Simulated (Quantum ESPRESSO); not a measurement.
Pb under changes of volume

One of the cells (30.323 Å³/atom); the others are scaled copies at fixed shape and fractional positions:

```
Pb
1.0
     0.00000    2.47502    2.47502
     2.47502    0.00000    2.47502
     2.47502    2.47502    0.00000
Pb
1
Direct
  0.00000 0.00000 0.00000
```

| Item | Value |
| --- | --- |
| Program | Quantum ESPRESSO 7.5 |
| Functional | HCTH |
| Potentials or basis | PseudoDojo 0.4.1 SR PBE standard |
| Cutoff | 762 eV |
| Density cutoff | 3048 eV |
| k mesh | 9 × 9 × 9 |
| Occupations | fermi-dirac, width 0.05 eV |
| Spin | no spin polarisation |

```tsv
volume (Å³/atom)	energy over the lowest point (meV/atom)	pressure (GPa)
28.503	116.65	8.7
29.110	86.25	7.3
29.716	60.98	6.1
30.323	40.21	5.0
30.929	?	?
31.535	10.07	3.1
32.142	0.00	2.2
```

What does the run at 30.929 Å³/atom give?

Energy over the lowest point 23.38 meV/atom; pressure 4.0 GPa.

Worked out: A Birch-Murnaghan fit of order 3 (a polynomial in V^(-2/3)) to the other rows has no minimum within the range. It gives 23.36 meV/atom at 30.929 Å³/atom, against the run's 23.38, and -dE/dV = 4.0 GPa, against 4.0.

Energies are extrapolated to zero smearing.

Caveats: the potentials were made for another functional, which shifts forces and pressure.
